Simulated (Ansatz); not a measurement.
A (100) slab of ZnO (P6_3mc (No. 186)), 8 planes, outer planes ZnO (top) and ZnO (bottom), with 16 atoms (Zn8O8) in a surface cell of A = 17.359 Å², as cut from the bulk:

```xyz
16
Lattice="3.2794 0.0000 0.0000 0.0000 5.2932 0.0000 0.0000 0.0000 24.4668" Properties=species:S:1:pos:R:3 pbc="T T T"
Zn    0.0000    5.2900    7.5000
O     0.0000    3.2834    7.5000
Zn    1.6397    2.6434    8.4467
O     1.6397    0.6367    8.4467
Zn    1.6397    5.2900   10.3400
O     1.6397    3.2834   10.3400
Zn    0.0000    2.6434   11.2867
O     0.0000    0.6367   11.2867
Zn    0.0000    5.2900   13.1801
O     0.0000    3.2834   13.1801
Zn    1.6397    2.6434   14.1267
O     1.6397    0.6367   14.1267
Zn    1.6397    5.2900   16.0201
O     1.6397    3.2834   16.0201
Zn    0.0000    2.6434   16.9668
O     0.0000    0.6367   16.9668
```

Level of theory: DFT PBE, scalar-relativistic, plane waves, PAW (Ansatz 0.2.0). Plane waves to 420 eV, a k mesh through Γ of 8×5×1 on the computed 16-atom cell and Gaussian smearing (0.05 eV); no spin polarisation. The cell repeats along c with a dipole correction in the vacuum.

Against the same 16 atoms in the bulk, the slab as cut lies 2.579 eV higher and the relaxed slab 1.827 eV higher.

Problem. Work out the surface energy before and after relaxation.

Solution. The slab has two faces, so γ = (E_slab − N·E_bulk)/(2A), the mean of both. As cut: 2.579/(2 × 17.359) = 0.0743 eV/Å², and 1 eV/Å² = 16.02 J/m², so γ = 1.19 J/m². Relaxed: 1.827/(2 × 17.359) = 0.0526 eV/Å² = 0.84 J/m². Relaxation recovers 29 % of the cost of cutting.

Problem. What is the ideal work of this cut, per area?

Solution. Griffith's ideal work is 2γ: 2.38 J/m² if the new faces stay rigid, 1.69 J/m² if they relax. Other cuts parallel to this plane can cost less. One thickness was run, 8 planes, so γ can still shift with it.